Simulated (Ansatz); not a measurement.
**SrO: energy along a strain**

SrO, P6_3mc, a = 4.275 Å, c = 5.156 Å (as given, not relaxed at this level: -4.5 GPa, forces to 0.01 eV/Å). This isn't the usual stable structure of the compound. Ansatz: LDA, PAW, 420 eV, Γ-centred 9×9×6 mesh on 4 atoms, Gaussian smearing 0.05 eV; no spin polarisation. Cell vectors (Å): 4.275 0.000 0.000; -2.138 3.703 0.000; 0.000 0.000 5.156. The cell is strained by x per cent times the pattern (0 0 0 0 0 1) in the order xx yy zz yz xz xy (engineering shears), with fractional coordinates held. y is the free energy over the start, V0 = 20.404 Å³/atom. Symmetry makes y even in x.

```tsv
x (%)	y (meV/atom)
-2.00	?
-1.00	0.17
0.00	0.00
0.50	0.04
0.75	0.10
1.25	0.26
1.50	0.39
1.75	0.52
```

Problem. Fit y = c2 x² + c4 x⁴ to the other rows, get the stiffness along the pattern, and predict the missing energy.

Solution. Least squares on the rows shown. y = 0.1705 x² − 2.007×10⁻⁵ x⁴. The clamped-ion stiffness p·C·p = 2 × 1.705 eV × 160.2 / 20.404 Å³ = 27 GPa, which is C66 in these axes (second derivative at the start, which stands under stress). At x = -2.00 the fit asked for gives 0.68 meV/atom. The run gave 0.68 meV/atom, the same to the digits shown.